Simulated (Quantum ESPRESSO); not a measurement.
# CuI (Marshite) (F-43m) in Quantum ESPRESSO: equation of state

Aim: energy against volume of CuI (Marshite) in PBE, for its equilibrium volume and stiffness.

Everything below comes from runs of Quantum ESPRESSO 7.5. Logs are shortened: lines on timing, memory, paths and dates and some standing lists are left out, and cuts for length are marked.

## (1) The structure

Symmetry: F-43m, No. 216, cubic system. The conventional cell has a = 6.063 Å, b = 6.063 Å, c = 6.063 Å, α = 90.00°, β = 90.00°, γ = 90.00°. I (site symmetry -43m) is surrounded by 4 Cu at 2.63 Å. Cu (site symmetry -43m) is surrounded by 4 I at 2.63 Å.

## (2) Single point, PBE, 26.19 Å³/atom

Input file pw.in:

```
&CONTROL
  calculation = 'scf'
  prefix = 'pwscf'
  outdir = './tmp'
  pseudo_dir = './pseudo'
  tprnfor = .true.
  tstress = .true.
  disk_io = 'nowf'
/
&SYSTEM
  ibrav = 0
  nat = 2
  ntyp = 2
  ecutwfc = 55
  ecutrho = 440
  nbnd = 15
  occupations = 'smearing'
  smearing = 'fd'
  degauss = 0.00367493
/
&ELECTRONS
  conv_thr = 4d-10
  electron_maxstep = 120
  mixing_beta = 0.5
/
ATOMIC_SPECIES
I    126.9045 I.pbe-n-kjpaw_psl.0.2.UPF
Cu    63.5460 Cu.paw.z_11.ld1.psl.v1.0.0-low.upf
CELL_PARAMETERS angstrom
   0.0000000000    2.9696152886    2.9696152886
   2.9696152886    0.0000000000    2.9696152886
   2.9696152886    2.9696152886    0.0000000000
ATOMIC_POSITIONS crystal
I      0.0000000000    0.0000000000    0.0000000000
Cu     0.7500000000    0.7500000000    0.7500000000
K_POINTS automatic
8 8 8 0 0 0
```

Potentials or basis: SSSP 1.3 efficiency PBE.

Run with:

```sh
OMP_NUM_THREADS=1 pw.x -in pw.in > pw.out
```

pw.out:

```text
This program is part of the open-source Quantum ESPRESSO suite
     for quantum simulation of materials; please cite
         "P. Giannozzi et al., J. Phys.:Condens. Matter 21 395502 (2009);
         "P. Giannozzi et al., J. Phys.:Condens. Matter 29 465901 (2017);
         "P. Giannozzi et al., J. Chem. Phys. 152 154105 (2020);
     in publications or presentations arising from this work. More details at

     file Cu.paw.z_11.ld1.psl.v1.0.0-low.upf: wavefunction(s)  4S 3D renormalized
     Message from routine setup:
     using ibrav=0 with symmetry is DISCOURAGED, use correct ibrav instead

     G-vector sticks info
     --------------------
     sticks:   dense  smooth     PW     G-vecs:    dense   smooth      PW
     Sum        1915     955    283                55345    19579    3143

     Using Slab Decomposition

     bravais-lattice index     =            0
     lattice parameter (alat)  =       7.9362  a.u.
     unit-cell volume          =     353.4493 (a.u.)^3
     number of atoms/cell      =            2
     number of atomic types    =            2
     number of electrons       =        18.00
     number of Kohn-Sham states=           15
     kinetic-energy cutoff     =      55.0000  Ry
     charge density cutoff     =     440.0000  Ry
     scf convergence threshold =      4.0E-10
     mixing beta               =       0.5000
     number of iterations used =            8  plain     mixing
     Exchange-correlation= SLA  PW   PBX  PBC
                           (   1   4   3   4   0   0   0)

     celldm(1)=   7.936227  celldm(2)=   0.000000  celldm(3)=   0.000000
     celldm(4)=   0.000000  celldm(5)=   0.000000  celldm(6)=   0.000000

     crystal axes: (cart. coord. in units of alat)
               a(1) = (   0.000000   0.707107   0.707107 )
               a(2) = (   0.707107   0.000000   0.707107 )
               a(3) = (   0.707107   0.707107   0.000000 )

     reciprocal axes: (cart. coord. in units 2 pi/alat)
               b(1) = ( -0.707107  0.707107  0.707107 )
               b(2) = (  0.707107 -0.707107  0.707107 )
               b(3) = (  0.707107  0.707107 -0.707107 )

     PseudoPot. # 1 for I  read from file:
     I.pbe-n-kjpaw_psl.0.2.UPF
     Pseudo is Projector augmented-wave + core cor, Zval =  7.0
     Generated using "atomic" code by A. Dal Corso  v.5.0.99 svn rev. 10869
     Shape of augmentation charge: PSQ
     Using radial grid of 1247 points,  4 beta functions with:
                l(1) =   0
                l(2) =   0
                l(3) =   1
                l(4) =   1
     Q(r) pseudized with 0 coefficients

     PseudoPot. # 2 for Cu read from file:
     Cu.paw.z_11.ld1.psl.v1.0.0-low.upf
     Pseudo is Projector augmented-wave + core cor, Zval = 11.0
     Generated using &quot;atomic&quot; code by A. Dal Corso  v.6.3MaX
     Shape of augmentation charge: PSQ
     Using radial grid of 1199 points,  6 beta functions with:
                l(1) =   0
                l(2) =   0
                l(3) =   1
                l(4) =   1
                l(5) =   2
                l(6) =   2
     Q(r) pseudized with 0 coefficients

     atomic species   valence    mass     pseudopotential
     I                 7.00   126.90450     I ( 1.00)
     Cu               11.00    63.54600     Cu( 1.00)

     24 Sym. Ops. (no inversion) found

   Cartesian axes

     site n.     atom                  positions (alat units)
         1        I      tau(   1) = (   0.0000000   0.0000000   0.0000000  )
         2        Cu     tau(   2) = (   1.0606602   1.0606602   1.0606602  )

     number of k points=    29  Fermi-Dirac smearing, width (Ry)=  0.0037
                       cart. coord. in units 2pi/alat
        k(    1) = (   0.0000000   0.0000000   0.0000000), wk =   0.0039062
        k(    2) = (   0.0883883   0.0883883  -0.0883883), wk =   0.0312500
        k(    3) = (   0.1767767   0.1767767  -0.1767767), wk =   0.0312500
        k(    4) = (   0.2651650   0.2651650  -0.2651650), wk =   0.0312500
        k(    5) = (  -0.3535534  -0.3535534   0.3535534), wk =   0.0156250
        k(    6) = (   0.1767767   0.0000000   0.0000000), wk =   0.0234375
[... 21 lines left out ...]
        k(   28) = (  -0.7071068   0.1767767  -0.0000000), wk =   0.0468750
        k(   29) = (  -0.7071068   0.3535534   0.0000000), wk =   0.0234375

     Dense  grid:    55345 G-vectors     FFT dimensions: (  54,  54,  54)

     Smooth grid:    19579 G-vectors     FFT dimensions: (  40,  40,  40)

     Initial potential from superposition of free atoms

     starting charge      17.9997, renormalised to      18.0000
     Starting wfcs are   13 randomized atomic wfcs +    2 random wfcs

     Self-consistent Calculation

     iteration #  1     ecut=    55.00 Ry     beta= 0.50
     Davidson diagonalization with overlap
     ethr =  1.00E-02,  avg # of iterations =  4.6

     Threshold (ethr) on eigenvalues was too large:
     Diagonalizing with lowered threshold

     Davidson diagonalization with overlap
     ethr =  1.46E-04,  avg # of iterations =  2.7

     total energy              =    -592.01499365 Ry
     estimated scf accuracy    <       0.02746265 Ry
[... 57 lines left out ...]
     iteration # 10     ecut=    55.00 Ry     beta= 0.50
     Davidson diagonalization with overlap
     ethr =  9.65E-12,  avg # of iterations =  2.0

     End of self-consistent calculation

          k = 0.0000 0.0000 0.0000 (  2421 PWs)   bands (ev):

    -7.8195   2.6298   2.6298   2.6298   4.4775   4.4775   6.5847   6.5847
     6.5847   7.8628  11.3058  11.3058  11.3058  15.2298  16.3198
[... 93 lines left out ...]
    -6.9718   0.9275   1.8227   2.6019   4.3322   4.5206   4.6375   4.8805
     5.1711   9.5552  11.2442  14.2741  14.5907  15.3732  16.8565

          k =-0.7071 0.0000 0.0000 (  2450 PWs)   bands (ev):

    -6.9557   0.5937   2.5418   2.5418   4.4417   4.5371   4.6001   4.8855
     4.8855   9.1167   9.3653  16.2293  16.8181  16.8181  18.2010

          k = 0.3536 0.1768 0.0000 (  2440 PWs)   bands (ev):
[... 26 lines left out ...]
    -7.0211   1.0917   1.7185   2.5799   4.3830   4.4590   4.7371   4.8178
     5.3434  10.4942  11.6274  12.2400  14.3897  15.3495  16.8510

          k =-0.7071 0.1768-0.0000 (  2424 PWs)   bands (ev):

    -6.9533   0.7753   2.1726   2.4882   4.4222   4.4523   4.5887   4.8298
     5.0569   9.8435  10.0486  14.5774  14.7289  17.2666  18.5059

          k =-0.7071 0.3536 0.0000 (  2468 PWs)   bands (ev):

    -6.9509   1.1048   1.6780   2.4352   4.4018   4.4113   4.5886   4.7871
     5.1551  11.1715  11.2431  12.7049  12.8915  17.4446  18.5953

     the Fermi energy is     7.2605 ev

!    total energy              =    -592.02525759 Ry
     total all-electron energy =    -17542.902469 Ry
     estimated scf accuracy    <          4.2E-13 Ry
     smearing contrib. (-TS)   =      -0.00000000 Ry
     internal energy E=F+TS    =    -592.02525758 Ry

     The total energy is F=E-TS. E is the sum of the following terms:
     one-electron contribution =     -66.21383183 Ry
     hartree contribution      =      51.45093775 Ry
     xc contribution           =     -86.48199769 Ry
     ewald contribution        =     -80.44933834 Ry
     one-center paw contrib.   =    -410.33102748 Ry

     convergence has been achieved in  10 iterations

     Forces acting on atoms (cartesian axes, Ry/au):

     atom    1 type  1   force =    -0.00000000    0.00000000    0.00000000
     atom    2 type  2   force =     0.00000000    0.00000000   -0.00000000

     Total force =     0.000000     Total SCF correction =     0.000000

     Computing stress (Cartesian axis) and pressure

          total   stress  (Ry/bohr**3)                   (kbar)     P=       35.37
   0.00024042  -0.00000000   0.00000000           35.37       -0.00        0.00
  -0.00000000   0.00024042   0.00000000           -0.00       35.37        0.00
   0.00000000   0.00000000   0.00024042            0.00        0.00       35.37

=------------------------------------------------------------------------------=
   JOB DONE.
=------------------------------------------------------------------------------=
```

Run time: 24 s. Hardware: 1 thread of Arm Neoverse V2, shared host; peak memory 0.26 GiB.

Results:

* Free energy: -8054.9140 eV
* Pressure: 3.5 GPa
* Band gap on the k mesh: 1.28 eV, direct

Caveat: spin-orbit coupling is left out, which moves the levels of the heavy elements.

## (3) Single point, PBE, 26.75 Å³/atom

pw.in, as its differences from that of step 2:

```diff
@@ -29,5 +29,5 @@
 CELL_PARAMETERS angstrom
-   0.0000000000    2.9696152886    2.9696152886
-   2.9696152886    0.0000000000    2.9696152886
-   2.9696152886    2.9696152886    0.0000000000
+   0.0000000000    2.9905287613    2.9905287613
+   2.9905287613    0.0000000000    2.9905287613
+   2.9905287613    2.9905287613    0.0000000000
 ATOMIC_POSITIONS crystal
```

Potentials or basis: SSSP 1.3 efficiency PBE.

Run with:

```sh
OMP_NUM_THREADS=1 pw.x -in pw.in > pw.out
```

Wall time 24 s (1 thread of Arm Neoverse V2, shared host); peak memory 0.26 GiB.

The run converged. Its results:

| Property | Result |
| --- | --- |
| Free energy | -8054.9354 eV |
| Pressure | 2.4 GPa |
| Band gap on the k mesh | 1.22 eV, direct |

Caveat: spin-orbit coupling is left out, which moves the levels of the heavy elements.

## (4) Single point, PBE, 27.30 Å³/atom

pw.in, as its differences from that of step 3:

```diff
@@ -29,5 +29,5 @@
 CELL_PARAMETERS angstrom
-   0.0000000000    2.9905287613    2.9905287613
-   2.9905287613    0.0000000000    2.9905287613
-   2.9905287613    2.9905287613    0.0000000000
+   0.0000000000    3.0111537494    3.0111537494
+   3.0111537494    0.0000000000    3.0111537494
+   3.0111537494    3.0111537494    0.0000000000
 ATOMIC_POSITIONS crystal
```

Run with:

```sh
OMP_NUM_THREADS=1 pw.x -in pw.in > pw.out
```

It took 24 s on 1 thread of Arm Neoverse V2, shared host; peak memory 0.27 GiB.

Results (log left out):

```yaml
Free_energy: -8054.9492 eV
Pressure: 1.4 GPa
Band_gap_on_the_k_mesh: 1.16 eV, direct
```

Caveat: spin-orbit coupling is left out, which moves the levels of the heavy elements.

## (5) Single point, PBE, 27.86 Å³/atom

pw.in, as its differences from that of step 4:

```diff
@@ -29,5 +29,5 @@
 CELL_PARAMETERS angstrom
-   0.0000000000    3.0111537494    3.0111537494
-   3.0111537494    0.0000000000    3.0111537494
-   3.0111537494    3.0111537494    0.0000000000
+   0.0000000000    3.0315000000    3.0315000000
+   3.0315000000    0.0000000000    3.0315000000
+   3.0315000000    3.0315000000    0.0000000000
 ATOMIC_POSITIONS crystal
```

Run with:

```sh
OMP_NUM_THREADS=1 pw.x -in pw.in > pw.out
```

Wall time 25 s (1 thread of Arm Neoverse V2, shared host); peak memory 0.25 GiB.

Results (log left out):

- Free energy: -8054.9563 eV
- Pressure: 0.5 GPa
- Band gap on the k mesh: 1.11 eV, direct

Caveat: spin-orbit coupling is left out, which moves the levels of the heavy elements.

## (6) Single point, PBE, 28.42 Å³/atom

pw.in, as its differences from that of step 5:

```diff
@@ -29,5 +29,5 @@
 CELL_PARAMETERS angstrom
-   0.0000000000    3.0315000000    3.0315000000
-   3.0315000000    0.0000000000    3.0315000000
-   3.0315000000    3.0315000000    0.0000000000
+   0.0000000000    3.0515767440    3.0515767440
+   3.0515767440    0.0000000000    3.0515767440
+   3.0515767440    3.0515767440    0.0000000000
 ATOMIC_POSITIONS crystal
```

Potentials or basis: SSSP 1.3 efficiency PBE.

Run with:

```sh
OMP_NUM_THREADS=1 pw.x -in pw.in > pw.out
```

Wall time 23 s (1 thread of Arm Neoverse V2, shared host); peak memory 0.26 GiB.

It converged, with:

| Quantity | Value |
| --- | --- |
| Free energy | -8054.9575 eV |
| Pressure | -0.3 GPa |
| Band gap on the k mesh | 1.06 eV, direct |

Caveat: spin-orbit coupling is left out, which moves the levels of the heavy elements.

(Part 1 of 2 ends here.)
